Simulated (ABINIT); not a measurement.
# BN (F-43m) in ABINIT: single point with r2SCAN

Aim: the single point of BN with r2SCAN.

Everything below comes from runs of ABINIT 10.8.3 (patched build). Logs are shortened: lines on timing, memory, paths and dates and some standing lists are left out, and cuts for length are marked. The log counts tension as positive stress, the text compression.

**Experimental background.**

From a printed reference work, monograph, for a bulk crystal of BN at 300 K: band gap 6.4 eV (indirect).

How close the calculation comes is told below.

**1. Starting point**

Symmetry: F-43m, No. 216, cubic system. Conventional cell: a = 3.626 Å, b = 3.626 Å, c = 3.626 Å, α = 90.00°, β = 90.00°, γ = 90.00°. N (site symmetry -43m) has 4 B at 1.57 Å as nearest neighbours. Around B (site symmetry -43m) lie 4 N at 1.57 Å.

The cell is a database's computed one.

**2. Single point, r2SCAN**

The input, run.abi:

```
pp_dirpath "./"
pseudos "N.GGA_PBE-JTH.xml, B.GGA_PBE-JTH.xml"

acell 2.5639706028 2.5639706028 2.5639706028 Angstrom
rprim
     0.0000000000     0.7071067812     0.7071067812
     0.7071067812     0.0000000000     0.7071067812
     0.7071067812     0.7071067812     0.0000000000
ntypat 2
znucl 7 5
natom 2
typat 1 2
xred
     0.2500000000     0.2500000000     0.2500000000
     0.0000000000     0.0000000000     0.0000000000

ecut 31.0
pawecutdg 53.0

kptopt 1
ngkpt 8 8 8
nshiftk 1
shiftk 0.0 0.0 0.0

ixc -497498
usekden 1
pawxcdev 0

nband 8
occopt 3
tsmear 0.05 eV

nstep 100
tolvrs 1.0e-7

iomode 3
prtwf 0
prtden 0
prteig 0
prtebands 0
enunit 2
```

Potentials or basis: JTH PAW PBE v2.0.

On the command line:

```bash
> abinit run.abi > log 2>&1
```

run.abo:

```text
.Version 10.8.3 of ABINIT
 Symmetries : space group F-4 3 m (#216); Bravais cF (face-center cubic)
================================================================================
 Values of the parameters that define the memory need of the present run
     intxc =       0    ionmov =       0      iscf =      17    lmnmax =       8
     lnmax =       4     mgfft =      27  mpssoang =       2    mqgrid =    3001
     natom =       2  nloc_mem =       2    nspden =       1   nspinor =       1
    nsppol =       1      nsym =      24    n1xccc =       1    ntypat =       2
    occopt =       3   xclevel =       2
       mpw =         684          nfft =       19683          nkpt =          29
 PAW method is used; the additional fine FFT grid is defined by:
   mgfftf=        32    nfftf =     32768
================================================================================
================================================================================

--------------------------------------------------------------------------------
------------- Echo of variables that govern the present computation ------------
--------------------------------------------------------------------------------
 -outvars: echo values of preprocessed input variables --------
            acell      4.8452022342E+00  4.8452022342E+00  4.8452022342E+00 Bohr
              amu      1.40067400E+01  1.08110000E+01
             ecut      3.10000000E+01 Hartree
           enunit           2
              ixc     -497498
         kptrlatt        8    0    0      0    8    0      0    0    8
          kptrlen      3.87616179E+01
            natom           2
            nband           8
            ngfft          27      27      27
          ngfftdg          32      32      32
             nkpt          29
            nstep         100
             nsym          24
           ntypat           2
           occopt           3
        pawecutdg      5.30000000E+01 Hartree
         pawxcdev           0
           prtden           0
        prtebands           0
           prteig           0
          prtkden           1
            prtwf           0
            rprim      0.0000000000E+00  7.0710678120E-01  7.0710678120E-01
                       7.0710678120E-01  0.0000000000E+00  7.0710678120E-01
                       7.0710678120E-01  7.0710678120E-01  0.0000000000E+00
          spgroup         216
           tolvrs      1.00000000E-07
           tsmear      1.83746611E-03 Hartree
            typat      1  2
          usekden           1
           useylm           1
           xangst      9.0650050002E-01  9.0650050002E-01  9.0650050002E-01
                       0.0000000000E+00  0.0000000000E+00  0.0000000000E+00
            xcart      1.7130376780E+00  1.7130376780E+00  1.7130376780E+00
                       0.0000000000E+00  0.0000000000E+00  0.0000000000E+00
             xred      2.5000000000E-01  2.5000000000E-01  2.5000000000E-01
                       0.0000000000E+00  0.0000000000E+00  0.0000000000E+00
            znucl        7.00000    5.00000

================================================================================

 chkinp: Checking input parameters for consistency.

================================================================================
== DATASET  1 ==================================================================

--- !DatasetInfo
iteration_state: {dtset: 1, }
dimensions: {natom: 2, nkpt: 29, mband: 8, nsppol: 1, nspinor: 1, nspden: 1, mpw: 684, }
cutoff_energies: {ecut:  31.0, pawecutdg:  53.0, }
electrons: {nelect:   8.00000000E+00, charge:   0.00000000E+00, occopt:   3.00000000E+00, tsmear:   1.83746611E-03, }
meta: {optdriver: 0, ionmov: 0, optcell: 0, iscf: 17, paral_kgb: 0, }
...

 Real(R)+Recip(G) space primitive vectors, cartesian coordinates (Bohr,Bohr^-1):
 R(1)=  0.0000000  3.4260754  3.4260754  G(1)= -0.1459396  0.1459396  0.1459396
 R(2)=  3.4260754  0.0000000  3.4260754  G(2)=  0.1459396 -0.1459396  0.1459396
 R(3)=  3.4260754  3.4260754  0.0000000  G(3)=  0.1459396  0.1459396 -0.1459396
 Unit cell volume ucvol=  8.0430493E+01 bohr^3
 Angles (23,13,12)=  6.00000000E+01  6.00000000E+01  6.00000000E+01 degrees

 Coarse grid specifications (used for wave-functions):

 getcut: wavevector=  0.0000  0.0000  0.0000  ngfft=  27  27  27
         ecut(hartree)=     31.000   => boxcut(ratio)=   2.14416

 Fine grid specifications (used for densities):

 getcut: wavevector=  0.0000  0.0000  0.0000  ngfft=  32  32  32
         ecut(hartree)=     53.000   => boxcut(ratio)=   2.01528

--- Pseudopotential description ------------------------------------------------
- pspini: atom type   1  psp file is ./N.GGA_PBE-JTH.xml
 Pseudopotential format is: paw10
 basis_size (lnmax)=  4 (lmn_size=  8), orbitals=   0   0   1   1
 Spheres core radius: rc_sph= 1.20497474
 Shapefunction is SIN type: shapef(r)=[sin(pi*r/rshp)/(pi*r/rshp)]**2
 Radius for shape functions =  1.00243812
 Compensation charge density is not taken into account in XC energy/potential

- pspini: atom type   2  psp file is ./B.GGA_PBE-JTH.xml
 Pseudopotential format is: paw10
 basis_size (lnmax)=  4 (lmn_size=  8), orbitals=   0   0   1   1
 Spheres core radius: rc_sph= 1.70616958
 Shapefunction is SIN type: shapef(r)=[sin(pi*r/rshp)/(pi*r/rshp)]**2
 Radius for shape functions =  1.40269776
 Compensation charge density is not taken into account in XC energy/potential

   5.83076110E+01                                ecore*ucvol(ha*bohr**3)
--------------------------------------------------------------------------------

================================================================================

--- !BeginCycle
iteration_state: {dtset: 1, }
solver: {iscf: 17, nstep: 100, nline: 4, wfoptalg: 10, }
tolerances: {tolvrs: 1.00E-07, }
...

     iter   Etot(hartree)      deltaE(h)  residm     nres2
 ETOT  1  -12.681649649791    -1.268E+01 1.592E-01 1.886E+01
 ETOT  2  -12.615532852497     6.612E-02 1.032E-03 2.516E+00
 ETOT  3  -12.615204123645     3.287E-04 3.913E-04 3.377E-01
 ETOT  4  -12.615091008790     1.131E-04 6.203E-05 2.763E-03
 ETOT  5  -12.615103420886    -1.241E-05 1.361E-05 6.509E-04
 ETOT  6  -12.615103271829     1.491E-07 3.109E-06 5.526E-06
 ETOT  7  -12.615103289852    -1.802E-08 8.228E-07 3.917E-07
 ETOT  8  -12.615103291076    -1.224E-09 1.873E-07 2.398E-08

 At SCF step    8       nres2   =  2.40E-08 < tolvrs=  1.00E-07 =>converged.

Result for kinetic energy density :

--------------------------------------------------------------------------------
 Total kinetic energy density [Ha/Bohr^3]
)     Maximum=    2.8060E+00  at reduced coord.    0.2500    0.2500    0.2500
)     Minimum=    1.2311E-02  at reduced coord.    0.7500    0.7500    0.7500
   Integrated=    7.9094E+00
--------------------------------------------------------------------------------

 Cartesian components of stress tensor (hartree/bohr^3)
  sigma(1 1)=  8.96861853E-05  sigma(3 2)=  0.00000000E+00
  sigma(2 2)=  8.96861853E-05  sigma(3 1)=  0.00000000E+00
  sigma(3 3)=  8.96861853E-05  sigma(2 1)=  0.00000000E+00

--- !ResultsGS
iteration_state: {dtset: 1, }
comment   : Summary of ground state results
lattice_vectors:
- [  0.0000000,   3.4260754,   3.4260754, ]
- [  3.4260754,   0.0000000,   3.4260754, ]
- [  3.4260754,   3.4260754,   0.0000000, ]
lattice_lengths: [   4.84520,    4.84520,    4.84520, ]
lattice_angles: [ 60.000,  60.000,  60.000, ] # degrees, (23, 13, 12)
lattice_volume:   8.0430493E+01
convergence: {deltae: -1.224E-09, res2:  2.398E-08, residm:  1.873E-07, diffor: null, }
etotal    :  -1.26151033E+01
entropy   :   0.00000000E+00
fermie    :   3.69008409E-01
cartesian_stress_tensor: # hartree/bohr^3
- [  8.96861853E-05,   0.00000000E+00,   0.00000000E+00, ]
- [  0.00000000E+00,   8.96861853E-05,   0.00000000E+00, ]
- [  0.00000000E+00,   0.00000000E+00,   8.96861853E-05, ]
pressure_GPa:  -2.6387E+00
xred      :
- [  2.5000E-01,   2.5000E-01,   2.5000E-01,  N]
- [  0.0000E+00,   0.0000E+00,   0.0000E+00,  B]
cartesian_forces: # hartree/bohr
- [ -0.00000000E+00,  -0.00000000E+00,  -0.00000000E+00, ]
[... 5 lines left out ...]
 ------------------------------------------------
 Atom  Sphere_radius  Integrated_density
    1        1.20497          2.72430652
    2        1.70617          2.02405616

================================================================================

 ----iterations are completed or convergence reached----

 Mean square residual over all n,k,spin=   98.167E-11; max=  18.727E-08
 reduced coordinates (array xred) for    2 atoms
       0.250000000000      0.250000000000      0.250000000000
       0.000000000000      0.000000000000      0.000000000000
 rms dE/dt=  0.0000E+00; max dE/dt=  0.0000E+00; dE/dt below (all hartree)
    1       0.000000000000      0.000000000000      0.000000000000
    2       0.000000000000      0.000000000000      0.000000000000

 cartesian coordinates (angstrom) at end:
    1      0.90650050001867     0.90650050001867     0.90650050001867
    2      0.00000000000000     0.00000000000000     0.00000000000000

 cartesian forces (hartree/bohr) at end:
[... 6 lines left out ...]
    2     -0.00000000000000    -0.00000000000000    -0.00000000000000
 frms,max,avg= 0.0000000E+00 0.0000000E+00   0.000E+00  0.000E+00  0.000E+00 e/A
 length scales=  4.845202234171  4.845202234171  4.845202234171 bohr
              =  2.563970602800  2.563970602800  2.563970602800 angstroms
 Fermi (or HOMO) energy (hartree) =   0.36901   Average Vxc (hartree)=  -0.49763
 Eigenvalues (hartree) for nkpt=  29  k points:
 kpt#   1, nband=  8, wtk=  0.00195, kpt=  0.0000  0.0000  0.0000 (reduced coord)
  -0.47099    0.30837    0.30837    0.30837    0.65601    0.65601    0.65601    0.70754
      occupation numbers for kpt#   1
   2.00000    2.00000    2.00000    2.00000    0.00000    0.00000    0.00000    0.00000
 prteigrs : prtvol=0 or 1, do not print more k-points.

 Fermi (or HOMO) energy (eV) =  10.04123   Average Vxc (eV)= -13.54112
 Eigenvalues (   eV  ) for nkpt=  29  k points:
 kpt#   1, nband=  8, wtk=  0.00195, kpt=  0.0000  0.0000  0.0000 (reduced coord)
 -12.81633    8.39113    8.39113    8.39113   17.85083   17.85083   17.85083   19.25317
 prteigrs : prtvol=0 or 1, do not print more k-points.

--- !EnergyTerms
iteration_state     : {dtset: 1, }
comment             : Components of total free energy in Hartree
kinetic             :  7.90936592474568E+00
hartree             :  1.83733689364448E+00
xc                  : -3.83707817346379E+00
Ewald energy        : -1.31304313915655E+01
psp_core            :  7.24944098489245E-01
local_psp           : -7.78943748563560E+00
PAW spherical_terms :  1.67018966457167E+00
internal            : -1.26151104692138E+01
'-kT*entropy'       :  6.26473027374477E-16
total_energy        : -1.26151104692138E+01
total_energy_eV     : -3.43274643513496E+02
...

--- !EnergyTermsDC
iteration_state     : {dtset: 1, }
comment             : '"Double-counting" decomposition of free energy'
band_energy         :  4.66528098172315E-02
Ewald energy        : -1.31304313915655E+01
psp_core            :  7.24944098489245E-01
xc_dc               : -7.97688810272758E-01
PAW spherical_terms :  5.41420002455582E-01
internal            : -1.26151032910762E+01
'-kT*entropy'       :  6.26473027374477E-16
total_energy_dc     : -1.26151032910762E+01
total_energy_dc_eV  : -3.43274448186421E+02
...

--- !EnergyTermsWithPAWCore
iteration_state     : {dtset: 1, }
comment             : 'Components of total free energy, including PAW core contributions'
Total energy        : -7.97600297634918E+01
Total energy DC     : -7.97600225853542E+01
Total energy (eV)   : -2.17038097688532E+03
Total energy DC (eV): -2.17038078155824E+03
...

 Cartesian components of stress tensor (hartree/bohr^3)
  sigma(1 1)=  8.96861853E-05  sigma(3 2)=  0.00000000E+00
  sigma(2 2)=  8.96861853E-05  sigma(3 1)=  0.00000000E+00
  sigma(3 3)=  8.96861853E-05  sigma(2 1)=  0.00000000E+00

-Cartesian components of stress tensor (GPa)         [Pressure= -2.6387E+00 GPa]
- sigma(1 1)=  2.63865867E+00  sigma(3 2)=  0.00000000E+00
- sigma(2 2)=  2.63865867E+00  sigma(3 1)=  0.00000000E+00
- sigma(3 3)=  2.63865867E+00  sigma(2 1)=  0.00000000E+00

== END DATASET(S) ==============================================================
================================================================================

 -outvars: echo values of variables after computation  --------
            acell      4.8452022342E+00  4.8452022342E+00  4.8452022342E+00 Bohr
           etotal     -1.2615103291E+01
            fcart     -0.0000000000E+00 -0.0000000000E+00 -0.0000000000E+00
                      -0.0000000000E+00 -0.0000000000E+00 -0.0000000000E+00
            rprim      0.0000000000E+00  7.0710678120E-01  7.0710678120E-01
                       7.0710678120E-01  0.0000000000E+00  7.0710678120E-01
                       7.0710678120E-01  7.0710678120E-01  0.0000000000E+00
           strten      8.9686185278E-05  8.9686185278E-05  8.9686185278E-05
                       0.0000000000E+00  0.0000000000E+00  0.0000000000E+00
           xangst      9.0650050002E-01  9.0650050002E-01  9.0650050002E-01
                       0.0000000000E+00  0.0000000000E+00  0.0000000000E+00
             xred      2.5000000000E-01  2.5000000000E-01  2.5000000000E-01
                       0.0000000000E+00  0.0000000000E+00  0.0000000000E+00
 Calculation completed.
```

Wall time 17 s (1 thread of Intel Xeon Platinum 8488C (Sapphire Rapids), shared host); peak memory 0.1 GiB.

What came out:

| Quantity | Value |
| --- | --- |
| Free energy | -343.2744 eV |
| Pressure | -2.6 GPa |
| Band gap on the k mesh | 4.95 eV, indirect (least direct gap 9.46 eV) |
| Valence electrons inside the program's atomic spheres | N 2.72; B 2.02 |

Levels at points of the mesh, in eV from the valence-band top:
| k point | band 2 | band 3 | band 4 | band 5 | band 6 | band 7 |
| --- | --- | --- | --- | --- | --- | --- |
| (0.00, 0.00, 0.00) | 0.00 | 0.00 | 0.00 | 9.46 | 9.46 | 9.46 |
| (0.50, 0.00, 0.00) | -11.01 | -2.00 | -2.00 | 10.62 | 11.40 | 11.40 |
| (0.50, 0.50, 0.00) | -9.28 | -5.05 | -5.05 | 4.95 | 9.72 | 19.09 |

Caveat: totals of a meta-GGA on PAW files have another zero than those of a GGA; the PAW data sets were made with another functional, which shifts forces and pressure a little.

**3. How close it comes**

Step 2. Measured gap of BN: 6.4 eV (indirect; 300 K; a printed reference work, monograph). This calculation gives 4.95 eV (-1.45 eV). The value is that of r2SCAN on a finite k mesh, which can miss the band edges, without temperature or zero-point motion. The cell is a database's relaxed one, not the measured one, which moves gaps too.
